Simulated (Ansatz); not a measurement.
Here is an Ansatz 0.2.0 calculation.

The input run.py:

```python
import json

import ase.io
import numpy as np

import ansatz as az

atoms = ase.io.read("POSCAR", format="vasp")

calculation = (
    az.Crystal.from_ase(atoms)
    .calculation()
    .kpoints(11, 11, 11)
    .functional("r2scan", dispersion="rvv10")
    .pseudopotentials(kind="paw", source="ansatz")
    .scf(extra_bands=6)
    .occupations(method="fermi_dirac", width=0.01)
    .density()
    .potential()
    .output_files(volumetric_format="npy")
    .electron_localization_function()
    .density_of_states(energy_step=0.05, projected=False, nscf_kmesh=(17, 17, 17))
    .forces()
    .stress()
    .band_table(publish=True)
)
outcome = calculation.run(threads=2, events_out="events.jsonl")

report = outcome.report
for line in open("events.jsonl"):
    event = json.loads(line)
    if event["event"] == "scf_iter":
        d = event["data"]
        print(f"SCF {d['iter']:3d}  HF = {d['harris_foulkes_ev']:.6f} eV  dr2 = {d['dr2_ev']:.2e} eV")
    elif event["event"] in ("relax_step", "md_step"):
        d = event["data"]
        print(f"{event['event']} {d['step']:3d}  E = {d['lagrangian_ev']:.6f} eV")
np.set_printoptions(precision=5, suppress=True, linewidth=110)
print("converged:", report["converged"], "after", report["n_iterations"], "iterations")
print(f"free energy {report['free_energy_ev']:.6f} eV, Fermi level {report['fermi_energy_ev']:.4f} eV")
for key in ("band_edges_ev", "magnetization_mub", "site_moments_mub", "site_moments_nc_mub", "forces_ev_ang",
                "stress_gpa", "kpoints_frac", "eigenvalues_ev"):
    if report.get(key) is not None:
        print(key, np.array(report[key]), sep="\n")
```

POSCAR

```
LiH
1.0
    0.0000000000      1.8907512114      1.8907512114
    1.8907512114      0.0000000000      1.8907512114
    1.8907512114      1.8907512114      0.0000000000
Li H
1 1
Direct
    0.0000000000      0.0000000000      0.0000000000
    0.5000000000      0.5000000000      0.5000000000
```

Potentials or basis: Ansatz PAW earlier set.

Command:

```sh
$ python run.py
```

(1) What does it give for the band gap on the k mesh?

(2) Estimate the pressure.

## Answers

(1) 3.70 eV, direct.

(2) 8.1 GPa.

Caveat: odd divisions of the mesh miss points on the zone boundary, where band edges often lie, so the gap on the mesh can be too wide; the PAW data sets were made with another functional, which shifts forces and pressure a little.
